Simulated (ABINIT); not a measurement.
Set up this calculation in ABINIT 10.8.3 (patched build), as the native input.

```yaml
Task: band structure
Functional: BLYP
Potentials_or_basis: JTH PAW PBE v2.0
Cutoff: 544 eV
k_mesh: 7 × 7 × 7
Occupations: fermi-dirac, width 0.05 eV
Spin: no spin polarisation
Fine-grid_cutoff: 1088.46 eV
Exchange_and_correlation_inside_the_PAW_spheres: full angular mesh (pawxcdev 0, this build's default; the released program takes 1)
```

BaS:

```
Ba S
1.0
     0.00000    3.19375    3.19375
     3.19375    0.00000    3.19375
     3.19375    3.19375    0.00000
Ba S
1 1
Direct
  0.00000 0.00000 0.00000
  0.50000 0.50000 0.50000
```

These files were run (other wordings do the same):

run.abi

```
# Datasets: ground state, then fixed potential
ndtset 2

# Pseudopotentials
pp_dirpath "./"
pseudos "Ba.GGA_PBE-JTH.xml, S.GGA_PBE-JTH.xml"

# Structure
acell 3*1.0
rprim
     0.0000000000     6.0353128105     6.0353128105
     6.0353128105     0.0000000000     6.0353128105
     6.0353128105     6.0353128105     0.0000000000
ntypat 2
znucl 56 16
natom 2
typat 1 2
xred
     0.0000000000     0.0000000000     0.0000000000
     0.5000000000     0.5000000000     0.5000000000

# Plane-wave basis
ecut 20.0
pawecutdg 40.0

# Exchange and correlation
ixc -106131

# Bands and occupations
occopt 3
tsmear 0.05 eV

# SCF cycle
nstep 100

# Output
iomode 3
prtwf 0
prteig 0
prtebands 0
enunit 1
prtden1 1

# Dataset 1
kptopt1 1
ngkpt1 7 7 7
nshiftk1 1
shiftk1 0.0 0.0 0.0
nband1 12
tolvrs1 1.0e-9

# Dataset 2: bands along G-X-W-K-G-L-U-W-L-K
iscf2 -2
getden2 1
nband2 18
nbdbuf2 4
tolwfr2 1.0e-11
kptopt2 -9
ndivsm2 8
prteig2 1
kptbounds2
     0.0000000000     0.0000000000     0.0000000000
     0.5000000000     0.0000000000     0.5000000000
     0.5000000000     0.2500000000     0.7500000000
     0.3750000000     0.3750000000     0.7500000000
     0.0000000000     0.0000000000     0.0000000000
     0.5000000000     0.5000000000     0.5000000000
     0.6250000000     0.2500000000     0.6250000000
     0.5000000000     0.2500000000     0.7500000000
     0.5000000000     0.5000000000     0.5000000000
     0.3750000000     0.3750000000     0.7500000000
```

Potentials or basis: JTH PAW PBE v2.0.

Launch:

```bash
$ abinit run.abi > log 2>&1
```

It gave:

```json
{"Pressure": "3.5 GPa", "Band gap on the k mesh": "2.27 eV, indirect (least direct gap 2.41 eV)", "Band gap along the path": "2.21 eV, indirect (least direct gap 2.34 eV)", "Valence electrons inside the program's atomic spheres": "Ba 6.50; S 3.61"}
```

Caveat: this set's barium file shifts pressures by 1.5 GPa and gaps by 0.1 eV against other sets; the PAW data sets were made with another functional, which shifts forces and pressure a little; spin-orbit coupling is left out, which moves the levels of the heavy elements.

It took 85 s on 1 thread of Arm Neoverse V1, with other jobs on the host, peak memory 0.18 GiB.
